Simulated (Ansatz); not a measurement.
NiO under changes of volume

One of the cells (9.076 Å³/atom); the others are scaled copies at fixed shape and fractional positions:

```xyz
2
Lattice="0.0000 2.0859 2.0859 2.0859 0.0000 2.0859 2.0859 2.0859 0.0000" Properties=species:S:1:pos:R:3 pbc="T T T"
Ni    0.0000    0.0000    0.0000
O     2.0859    2.0859    2.0859
```

| Quantity | Value |
| --- | --- |
| Program | Ansatz 0.2.0 |
| Functional | BLYP |
| Dispersion | D3(BJ) |
| Potentials or basis | PseudoDojo standard (PBE files) |
| Cutoff | 1333 eV |
| Density cutoff | 5333 eV |
| k mesh | 11 × 11 × 11 |
| Occupations | gaussian, width 0.02 eV |
| Spin | collinear spin, random start |
| Starting moments | [0.04, 0.0] μB |

| volume (Å³/atom) | energy over the lowest point (meV/atom) | pressure (GPa) | moment (μB per cell) |
| --- | --- | --- | --- |
| 8.531 | ? | ? | ? |
| 8.713 | 75.09 | 10.8 | 0.45 |
| 8.894 | 65.89 | 5.3 | 0.45 |
| 9.076 | 5.89 | 7.7 | 1.82 |
| 9.257 | 0.16 | 2.5 | 1.84 |
| 9.439 | 0.00 | -1.9 | 1.86 |
| 9.620 | 4.10 | -5.3 | 1.90 |

Task: What does the run at 8.531 Å³/atom give?

Result: Energy over the lowest point 90.18 meV/atom; pressure 15.7 GPa; moment 0.45 μB per cell.

The energies don't lie on one smooth curve, so no fit is given. The run at 8.894 Å³/atom lies farthest off, from a change of basis, grid or state.

Energies are extrapolated to zero smearing.

Caveats: the potentials were made for another functional, which shifts forces and pressure; a cell with one magnetic atom can't hold antiferromagnetic order, which such compounds often take; pairwise dispersion overbinds metals, which lowers pressure and volume.
